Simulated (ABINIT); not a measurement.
Se:

```
Se
1.0
     4.36620    0.00000    0.00000
    -2.18310    3.78124    0.00000
     0.00000    0.00000    4.95360
Se
3
Direct
  0.77460 0.77460 0.00000
  0.00000 0.22540 0.66667
  0.22540 0.00000 0.33333
```

| Property | Result |
| --- | --- |
| Program | ABINIT 10.8.3 (patched build) |
| Task | single point |
| Functional | PBE |
| Potentials or basis | JTH PAW PBE v2.0 |
| Cutoff | 408 eV |
| k mesh | 7 × 7 × 6 |
| Occupations | fermi-dirac, width 0.05 eV |
| Spin | no spin polarisation |

On this cell: pressure 2.7 GPa; largest force 0.423 eV/Å; band gap on the k mesh 1.21 eV, indirect (least direct gap 1.49 eV).

The same run follows on a disturbed copy (atoms moved at random, drawn with an rms of 0.05 Å):

```xyz
3
Lattice="4.3662 0.0000 0.0000 -2.1831 3.7812 0.0000 0.0000 0.0000 4.9536" Properties=species:S:1:pos:R:3 pbc="T T T"
Se    1.7025    2.9419    0.0130
Se   -0.4753    0.8926    3.2587
Se    0.9908    0.0067    1.6217
```

Question: What does the disturbed cell give?

Answer: The energy moves by +3.6 meV/atom; pressure 2.5 GPa; largest force 0.643 eV/Å; band gap on the k mesh 0.91 eV, indirect (least direct gap 1.33 eV).

Forces on the atoms (eV/Å):
```
Se  -0.314 -0.225 -0.514
Se  -0.219  0.127  0.334
Se   0.533  0.098  0.180
```

Stress tensor (GPa, compression positive):
```
2.52 0.25 0.51
0.25 1.29 1.35
0.51 1.35 3.70
```

Caveats: an odd mesh through Γ misses points on the zone boundary, where band edges often lie; the atomic spheres overlap (some runs).
